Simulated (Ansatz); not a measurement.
**Response to strain in ZnTe**

Start from ZnTe in the zinc blende structure (space group F-43m, No. 216; a = 6.1134 Å). Axes: x, y, z lie along the cube axes.

Strains are applied to the cell and any free atomic positions relax; under biaxial strain the out-of-plane vector relaxes too.

Levels (all Ansatz, an electronic-structure program, PAW): r2SCAN (500 eV, scalar-relativistic without spin-orbit coupling); HSE06 (420 eV, scalar-relativistic without spin-orbit coupling).

Band gaps by level, all at the geometries relaxed with r2SCAN:

```tsv
case	r2SCAN	HSE06
base	1.79 eV	2.24 eV
biaxial strain +1.09 %, plane normal [001], relaxed out of plane	1.68 eV	2.13 eV
isotropic strain −1.38 %	2.00 eV	2.46 eV
isotropic strain +1.34 %	1.59 eV	2.03 eV
uniaxial strain ε_xx = −1.61 %	1.83 eV	[?]
strain tensor (xx, yy, zz, yz, xz, xy) = (−0.27, +0.24, +0.57, −0.33, −0.31, +1.57) %	1.64 eV	[?]
```

Task: Some entries are withheld; estimate them.

Result: 
- uniaxial strain ε_xx = −1.61 %, HSE06: 2.28 eV
- strain tensor (xx, yy, zz, yz, xz, xy) = (−0.27, +0.24, +0.57, −0.33, −0.31, +1.57) %, HSE06: 2.08 eV

Single points use the geometry relaxed with r2SCAN. With Te present, leaving out spin-orbit coupling can change the band edges. No phonon test of stability was made.
